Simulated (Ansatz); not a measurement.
Relaxing Cs

Level of theory: DFT PBE, scalar-relativistic, plane waves, PAW in Ansatz. Cutoff 420 eV, Γ-centred k mesh, Gaussian smearing, no spin polarisation in the final step.

Cs was placed on the trigonal selenium structure type (P3_121, No. 152), at a guessed volume.

```
Cs
1.0
     7.26478    0.00000    0.00000
    -3.63239    6.29148    0.00000
     0.00000    0.00000    8.24214
Cs
3
Direct
  0.22540 0.00000 0.33333
  0.00000 0.22540 0.66667
  0.77460 0.77460 0.00000
```

Cell and atoms relax at zero pressure; the relaxation can't lower the symmetry of the start. After a coarse first stage the cell is made exact in the group found at 0.06 Å.

**Question.** What does it relax into?

**Answer.** It ends in R-3m (No. 166). Conventional cell: a = 8.641 Å, c = 5.351 Å. Cs has 8 Cs at 5.30–5.35 Å and 6 Cs at 6.13 Å.

```cif
data_structure
_symmetry_space_group_name_H-M 'R-3m:H'
_symmetry_Int_Tables_number 166
_cell_length_a 8.6406
_cell_length_b 8.6406
_cell_length_c 5.3510
_cell_angle_alpha 90.000
_cell_angle_beta 90.000
_cell_angle_gamma 120.000
_cell_volume 345.99
loop_
_atom_site_label
_atom_site_type_symbol
_atom_site_symmetry_multiplicity
_atom_site_Wyckoff_symbol
_atom_site_fract_x
_atom_site_fract_y
_atom_site_fract_z
_atom_site_occupancy
Cs1 Cs 3 b 0.00000 0.00000 0.50000 1
```

**Question.** What are its volume, density and gap?

**Answer.** The volume per atom is 115.33 Å³. The density is 1.91 g/cm³. The gap on the 12×12×12 mesh is 0 eV (a metal).

The final run used a 12×12×12 mesh on its 1-atom cell and 0.10 eV smearing. A structure relaxed within its symmetry needn't be a true minimum.